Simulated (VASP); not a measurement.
# NaH (Fm-3m) in VASP: single point with HSE06

Aim: the single point of NaH with HSE06.

Everything below comes from runs of VASP 6.6.1. Logs are shortened: lines on timing, memory, paths and dates and some standing lists are left out, and cuts for length are marked.

## Step 1: The structure

It takes space group Fm-3m (No. 225, cubic). The conventional cell has a = 4.788 Å, b = 4.788 Å, c = 4.788 Å, α = 90.00°, β = 90.00°, γ = 90.00°. Na (site symmetry m-3m) has 6 H at 2.39 Å as nearest neighbours. H (site symmetry m-3m) is surrounded by 6 Na at 2.39 Å.

The cell is a database's computed one.

## Step 2: Single point, HSE06

POSCAR reads:

```
NaH
1.0
    0.0000000000      2.3939900000      2.3939900000
    2.3939900000      0.0000000000      2.3939900000
    2.3939900000      2.3939900000      0.0000000000
Na H
1 1
Direct
    0.0000000000      0.0000000000      1.0000000000
    0.5000000000      0.5000000000      0.5000000000
```

INCAR.step1 reads:

```
SYSTEM = NaH
ALGO = Normal
EDIFF = 1E-5
ENCUT = 520
GGA = PE
ISIF = 2
ISMEAR = 0
LASPH = .TRUE.
LREAL = .FALSE.
LWAVE = .TRUE.
NELM = 100
PREC = Accurate
SIGMA = 0.02
```

INCAR.step2 reads:

```
SYSTEM = NaH
ALGO = Normal
EDIFF = 1E-6
ENCUT = 520
GGA = PE
HFSCREEN = 0.2
ISIF = 2
ISMEAR = 0
ISTART = 1
LASPH = .TRUE.
LCHARG = .TRUE.
LELF = .TRUE.
LHFCALC = .TRUE.
LREAL = .FALSE.
LVHAR = .TRUE.
LWAVE = .FALSE.
NELM = 100
PREC = Accurate
PRECFOCK = Fast
SIGMA = 0.02
```

KPOINTS reads:

```
k-points
0
G
  6 6 6
  0 0 0
```

Potentials or basis: VASP PAW PBE potentials, release 64 (Na_pv, H).

Launch:

```sh
$ cat potpaw_PBE.64/Na_pv/POTCAR potpaw_PBE.64/H/POTCAR > POTCAR
$ cp INCAR.step1 INCAR
$ mpirun -np 1 vasp_std > vasp.out
$ cp INCAR.step2 INCAR
$ mpirun -np 1 vasp_std > vasp.out
```

OUTCAR:

```text
SYSTEM = NaH
   EDIFF = 1E-6
   ENCUT = 520
   GGA = PE
   HFSCREEN = 0.2
   ISIF = 2
   ISMEAR = 0
   ISTART = 1
   LASPH = .TRUE.
   LHFCALC = .TRUE.
   LREAL = .FALSE.
   NELM = 100
   PREC = Accurate
   PRECFOCK = Fast

 ion  position               nearest neighbor table
   1  0.000  0.000  0.000-
   2  0.500  0.500  0.500-

  LATTYP: Found a face centered cubic cell.
 ALAT       =     4.7879800000

  Lattice vectors:

 A1 = (   0.0000000000,   2.3939900000,   2.3939900000)
 A2 = (   2.3939900000,   0.0000000000,   2.3939900000)
 A3 = (   2.3939900000,   2.3939900000,   0.0000000000)

Analysis of symmetry for initial positions (statically):
=====================================================================
 Subroutine PRICEL returns:
 Original cell was already a primitive cell.

 Routine SETGRP: Setting up the symmetry group for a
 face centered cubic supercell.

 Subroutine GETGRP returns: Found 48 space group operations
 (whereof 48 operations were pure point group operations)
 out of a pool of 48 trial point group operations.

The static configuration has the point symmetry O_h .

Analysis of symmetry for dynamics (positions and initial velocities):
=====================================================================
 Subroutine PRICEL returns:
 Original cell was already a primitive cell.

 Routine SETGRP: Setting up the symmetry group for a
 face centered cubic supercell.

 Subroutine GETGRP returns: Found 48 space group operations
 (whereof 48 operations were pure point group operations)
 out of a pool of 48 trial point group operations.

The dynamic configuration has the point symmetry O_h .

 Subroutine INISYM returns: Found 48 space group operations
 (whereof 48 operations are pure point group operations),
 and found     1 'primitive' translations

----------------------------------------------------------------------------------------

                                     Primitive cell

  volume of cell :      27.4408

  direct lattice vectors                    reciprocal lattice vectors
     0.000000000  2.393990000  2.393990000    -0.208856344  0.208856344  0.208856344
     2.393990000  0.000000000  2.393990000     0.208856344 -0.208856344  0.208856344
     2.393990000  2.393990000  0.000000000     0.208856344  0.208856344 -0.208856344

  length of vectors
[... 85 lines left out ...]
   NUPDOWN=      -1.0000    fix difference up-down
   EMIN   =  10.00;   EMAX   =-10.00  energy-range for DOS
   EFERMI =   0.00;   METHOD = LEGACY
   ISMEAR =     0;   SIGMA  =   0.02  broadening in eV -4-tet -1-fermi 0-gaus
   EFERMI_NEDOS =   21; number of points for ismear=-14 and -15
   IALGO  =     38    algorithm
   IMIX   =      1    mixing-type and parameters
     AMIX     =   0.40;   BMIX     =  1.00
     AMIX_MAG =   1.60;   BMIX_MAG =  1.00
  volume/ion in A,a.u.               =      13.72        92.59
  Fermi-wavevector in a.u.,A,eV,Ry     =   1.085523  2.051342 16.032573  1.178361
  Thomas-Fermi vector in A             =   2.221639
   LORBIT       =      0    0 simple, 1 ext, 2 COOP (PROOUT), +10 PAW based schemes
   GGA     = PE    functional components
   LHFCALC =     T    Hartree Fock is set to
   PRECFOCK=fast      Normal, Fast or Accurate (Low or Medium for compatibility)
   ENCUT4O =  -1.0   cutoff for four orbital integrals eV
   NKREDX  =     1    reduce k-point grid by
   NKREDY  =     1    reduce k-point grid by
   NKREDZ  =     1    reduce k-point grid by
   AEXX    =    0.2500 exact exchange contribution
   HFSCREEN=    0.2000 screening length (either q_TF or 0.3 A-1)
   HFSCREENC=   0.2000 screening length for correlation (either q_TF or 0.3 A-1)
   ENCUTFOCK=  -1.0 apply spherical cutoff to Coloumb kernel
   IVDW    =     0    specifies the selected vdW correction
   LEPSILON=     F    determine dielectric tensor
   LRPA    =     F    only Hartree local field effects (RPA)
 non-spin polarized calculation
 Gauss-broadening in eV      SIGMA  =   0.02
  energy-cutoff  :      520.00
  volume of cell :       27.44
 maximum number of plane-waves:       754
 NGX is ok and might be reduce to    28
  NGX = 16; NGY = 16; NGZ = 16

 number of electron       7.9999992 magnetization

 Free energy of the ion-electron system (eV)
  ---------------------------------------------------
  ext. energy  EPLUGINS =         0.00000000
  ---------------------------------------------------
  free energy    TOTEN  =        -5.77373958 eV

  energy without entropy =       -5.77373958  energy(sigma->0) =       -5.77373958

 E-fermi :  -1.7373     XC(G=0):  -6.5784

 val. band max:       -1.8301517519   @ k =  -0.3333   0.5000   0.1667
 cond. band min:       3.0933551426   @ k =   0.5000   0.0000   0.0000
 fundamental gap:      4.9235068945
 Fermi energy:        -1.7372520657

 k-point     1 :       0.0000    0.0000    0.0000
  band No.  band energies     occupation
      1     -26.1279      2.00000
      2     -26.1279      2.00000
      3     -26.1279      2.00000
      4      -5.8249      2.00000
      5      10.4734      0.00000
      6      15.4551      0.00000
      7      15.4551      0.00000
      8      15.4552      0.00000
[... 155 lines left out ...]
 k-point    16 :      -0.3333    0.5000    0.1667
  band No.  band energies     occupation
      1     -26.1988      2.00000
      2     -26.1728      2.00000
      3     -26.1621      2.00000
      4      -1.8302      2.00000
      5       4.6260      0.00000
      6       6.6159      0.00000
      7       8.4231      0.00000
      8      14.8053      0.00000

------------------------ aborting loop because EDIFF is reached ----------------------------------------

  FORCE on cell =-STRESS in cart. coord.  units (eV):
  Direction    XX          YY          ZZ          XY          YZ          ZX
  --------------------------------------------------------------------------------------
  -------------------------------------------------------------------------------------
  Total        0.0473142      0.0473142      0.0473142     -0.0000000      0.0000000     -0.0000000
  in kB        2.7625172      2.7625172      2.7625172     -0.0000000      0.0000000     -0.0000000
  external PRESSURE =       2.7625172 kB  Pullay stress =       0.0000000 kB

 VOLUME and BASIS-vectors are now :
 -----------------------------------------------------------------------------
  energy-cutoff  :      520.00
  volume of cell :       27.44
      direct lattice vectors                 reciprocal lattice vectors
     0.000000000  2.393990000  2.393990000    -0.208856344  0.208856344  0.208856344
     2.393990000  0.000000000  2.393990000     0.208856344 -0.208856344  0.208856344
     2.393990000  2.393990000  0.000000000     0.208856344  0.208856344 -0.208856344

 POSITION                                       TOTAL-FORCE (eV/Angst)
 -----------------------------------------------------------------------------------
      0.00000      0.00000      0.00000        -0.000000      0.000000     -0.000000
      2.39399      2.39399      2.39399         0.000000     -0.000000      0.000000
 -----------------------------------------------------------------------------------
    total drift:                                0.000001      0.000001      0.000001

  FREE ENERGIE OF THE ION-ELECTRON SYSTEM (eV)
  ---------------------------------------------------
  free  energy   TOTEN  =        -5.7737395847 eV

  energy  without entropy=       -5.7737395847  energy(sigma->0) =       -5.77373958
```

OUTCAR.step1:

```text
SYSTEM = NaH
   EDIFF = 1E-5
   ENCUT = 520
   GGA = PE
   ISIF = 2
   ISMEAR = 0
[... 389 lines left out ...]
      0.00000      0.00000      0.00000         0.000000      0.000000      0.000000
      2.39399      2.39399      2.39399        -0.000000      0.000000     -0.000000
 -----------------------------------------------------------------------------------
    total drift:                               -0.000000     -0.000000      0.000000

  FREE ENERGIE OF THE ION-ELECTRON SYSTEM (eV)
  ---------------------------------------------------
  free  energy   TOTEN  =        -5.0858988581 eV

  energy  without entropy=       -5.0858988581  energy(sigma->0) =       -5.08589886
```

Wall time 59 s (1 thread of Intel Xeon Platinum 8488C (Sapphire Rapids), shared host); peak memory 0.24 GiB.

What came out:

| Item | Value |
| --- | --- |
| Free energy | -5.7737 eV |
| Pressure | 0.3 GPa |
| Band gap on the k mesh | 4.92 eV, indirect (least direct gap 5.84 eV) |

Levels at points of the mesh, in eV from the valence-band top:
| k point | band 1 | band 2 | band 3 | band 4 | band 5 | band 6 | band 7 | band 8 |
| --- | --- | --- | --- | --- | --- | --- | --- | --- |
| (0.00, 0.00, 0.00) | -24.30 | -24.30 | -24.30 | -3.99 | 12.30 | 17.29 | 17.29 | 17.29 |
| (0.50, 0.00, 0.00) | -24.40 | -24.31 | -24.31 | -0.92 | 4.92 | 12.43 | 15.04 | 15.04 |
| (0.50, 0.50, 0.00) | -24.38 | -24.33 | -24.33 | -0.14 | 5.80 | 11.44 | 12.24 | 12.24 |

Caveat: the PAW data sets were made with another functional, which shifts forces and pressure a little. A k mesh can miss the band edges.
